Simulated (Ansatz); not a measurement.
Infrared modes and screening in ZnO (rocksalt)

Perturbation theory with PBEsol in the plane-wave code Ansatz on the PBEsol cell, ground state and force constants on an 8×8×8 mesh. Spin-unpolarised throughout. Whether this structure exists isn't addressed.

Space group Fm-3m (No. 225), cubic; conventional cell a = 4.265 Å, 9.70 Å³ an atom. Around Zn lie 6 O at 2.13 Å; around O lie 6 Zn at 2.13 Å.

Space group Fm-3m (No. 225). a = 4.265 Å, b = 4.265 Å, c = 4.265 Å, α = 90.00°, β = 90.00°, γ = 90.00°
```csv
atom,site,symmetry,x,y,z
Zn,4a,m-3m,0.0000,0.0000,0.0000
O,4b,m-3m,0.5000,0.0000,0.0000
```

Optical modes without the longitudinal term:
```csv
ω (cm⁻¹),degeneracy,"IR intensity, summed over the level ((D/Å)²/amu)"
232,3,31.34
```

The optical mode at Γ lies at 232 cm⁻¹ without the longitudinal term. With the long-range field the highest mode reaches 514 cm⁻¹. The program warns that the force constants, and all that is formed from them, aren't settled on this k mesh.

ε∞: 5.45 in all directions. With the ions relaxed, ε⁰ is 26.8 in all directions. Born charges, averaged over directions: Zn +2.41, O -2.41 e.

With one polar mode in a cubic crystal the Lyddane-Sachs-Teller relation applies: (ω_LO/ω_TO)² = (514.2/231.9)² = 4.915, and ε⁰/ε∞ = 26.804/5.454 = 4.915. The refractive index √ε∞ is 2.34.

For comparison, on the r2SCAN cell the mean ε∞ is 4.77 with r2SCAN (ground state on 8×8×8; least gap 1.57 eV), 5.35 with PBE (ground state on 8×8×8; least gap 0.95 eV).
